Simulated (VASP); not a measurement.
**Results of a VASP single-point calculation on LiBr (strained rocksalt)**

POSCAR

```
Li Br
 1.0000000000000000
     0.0000000000000000    2.7201141349000002    2.7395650468000001
     2.7201141349000002    0.0000000000000000    2.7395650468000001
     2.7201141349000002    2.7201141349000002    0.0000000000000000
 Li  Br
   1   1
Cartesian
  0.0000000000000000  0.0000000000000000  0.0000000000000000
  2.7201141349000002  2.7201141349000002  2.7395650468000001
```

```json
{
 "gap between bands v and c": "5.99 eV",
 "least direct gap": "5.99 eV"
}
```

Band v is the last that the valence electrons fill when counted band by band, and c is the next. Levels in eV from the top of v:

```json
{"point": "Γ", "v−1": "-0.02", "v": "0.00", "c": "5.99", "c+1": "11.18"}
{"point": "X", "v−1": "-1.25", "v": "-1.20", "c": "7.11", "c+1": "7.68"}
{"point": "K", "v−1": "-1.94", "v": "-0.91", "c": "7.45", "c+1": "9.59"}
{"point": "L", "v−1": "-0.31", "v": "-0.29", "c": "6.39", "c+1": "8.85"}
{"point": "W", "v−1": "-2.26", "v": "-1.21", "c": "8.98", "c+1": "9.52"}
```

Problem. Which of these levels of theory gave these results?
A. r²SCAN
B. PBE
C. LDA
D. PBE with spin–orbit coupling
E. PBEsol
F. HSE06
G. PBE0

Solution. A.

The INCAR was:

```
NBANDS = 12
SIGMA = 0.01
LCHARG = .FALSE.
METAGGA = R2SCAN
ALGO = Normal
LASPH = .TRUE.
PREC = Accurate
ENCUT = 520
NSW = 0
ISMEAR = 0
LREAL = .FALSE.
IBRION = -1
LWAVE = .FALSE.
ISIF = 2
NELM = 120
EDIFF = 1E-7
```
